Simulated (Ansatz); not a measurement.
**P (Pm-3m), an elastic constant from a strain scan**

Level of theory: DFT PBEsol+D3(BJ), scalar-relativistic, plane waves, PAW (Ansatz 0.2.0). Settings: plane waves to 420 eV, k-mesh 24×24×24 (Γ-centred), Gaussian smearing 0.15 eV. No spin polarisation. Energies are free energies at this smearing, counted from the undisturbed cell; pressure is positive in compression.

Zero of the scan (relaxed at this level; this simple cubic form isn't the usual structure):

```
P
1.0
     2.39048    0.00000    0.00000
     0.00000    2.39048    0.00000
     0.00000    0.00000    2.39065
P
1
Direct
  0.00000 0.00000 0.00000
```

The cell is strained by ε times the Voigt pattern (0, 0, 0, 0, 1, 0) (xx, yy, zz, yz, xz, xy; engineering shear) with fractional coordinates fixed. The cell holds 1 atom in V0 = 13.66 Å³. The stress column is τ = (1/V0) dE/dε, got from the stress tensor σ (compression positive) at each point as −det(1 + εP) σ : P(1 + εP)⁻¹, with P the pattern as a tensor.

| ε | ΔE (meV/atom) | τ (GPa) |
| --- | --- | --- |
| -0.0525 | 7.149 | -3.433 |
| -0.0450 | 5.141 | -2.847 |
| -0.0375 | 3.504 | -2.277 |
| -0.0300 | 2.218 | -1.757 |
| -0.0225 | 1.245 | -1.293 |
| -0.0150 | 0.556 | -0.864 |
| 0.0000 | 0.000 | 0.000 |
| 0.0150 | 0.556 | 0.864 |
| 0.0225 | 1.245 | 1.293 |
| 0.0300 | 2.218 | 1.757 |
| 0.0375 | 3.504 | 2.277 |
| 0.0450 | 5.141 | 2.847 |
| 0.0525 | 7.149 | 3.433 |
| 0.0600 | ? | ? |

Question: Which combination of elastic constants does this scan measure, and how large is it?

Answer: For small ε, τ = τ0 + Kε with K = pᵀCp, which for this pattern is C44 in the cubic axes. The parabola through τ at ε = -0.0150, 0 and 0.0150 has slope K = 58 GPa at zero. The energies per cell, E = NΔE, of the same two points give K = 2[E(ε₊)/ε₊ − E(ε₋)/ε₋]/[(ε₊ − ε₋)V0] = 58 GPa, in agreement.

Question: Predict the withheld row at ε = 0.0600 from the harmonic law, and compare.

Answer: ΔE = V0(τ0 ε + Kε²/2)/N = 8.841 meV/atom and τ = 3.46 GPa. The calculation gives 9.528 meV/atom and 4.00 GPa: the energy lies 8 % above the harmonic value.

In a metal these slopes depend on the k mesh and the smearing.

Cost: 8 runs of about 2.4 core-minutes in all, on Intel Xeon Platinum 8488C (Sapphire Rapids) (shared hosts).